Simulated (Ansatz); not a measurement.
The elements of this relaxed crystal are hidden behind letters.

```
lattice vectors (Å)
   2.8929    0.0000    0.0000
   0.0000    2.8929    0.0000
   0.0000    0.0000    2.8929
fractional positions
X 0.0000 0.0000 0.0000
Z 0.5000 0.5000 0.5000
```

These are results of Ansatz 0.2.0, DFT PBE, scalar-relativistic, plane waves, PAW, not measurements. Settings of the last relaxation (2-atom cell): 420 eV, 20×20×18 k points, Gaussian smearing of 0.10 eV, no spin polarisation.

* Space group: Pm-3m (No. 221)
* Conventional cell: a = 2.893 Å
* Volume per atom: 12.11 Å³
* Density: 5.88 g/cm³
* Formation energy: −0.65 eV/atom
* Gap on the 20×20×18 mesh of the 2-atom cell: 0 eV (a metal)

Energies are uncorrected and count from the elements' standard states at the same level.

Question: X is a p-block element of period 3 and Z is a d-block element of period 4. Which elements are they?

Answer: X = Al, Z = Ni, so the formula is AlNi, here in the caesium chloride type. Density times volume gives a mean mass of 5.88 × 12.11/1.6605 = 42.9 u per atom, and this set has 42.8 u. Al is surrounded by 8 Ni at 2.51 Å and 6 Al at 2.89 Å; Ni is surrounded by 8 Al at 2.51 Å and 6 Ni at 2.89 Å. Other sets within the hints have nearly the same mass, so mass alone doesn't settle it; this one was computed.

Trial moments died out on the coarse mesh, so the last step has no spin; another magnetic start might hold. A later test with randomly moved atoms came back to the same energy, though modes that don't fit the test's cell weren't probed.
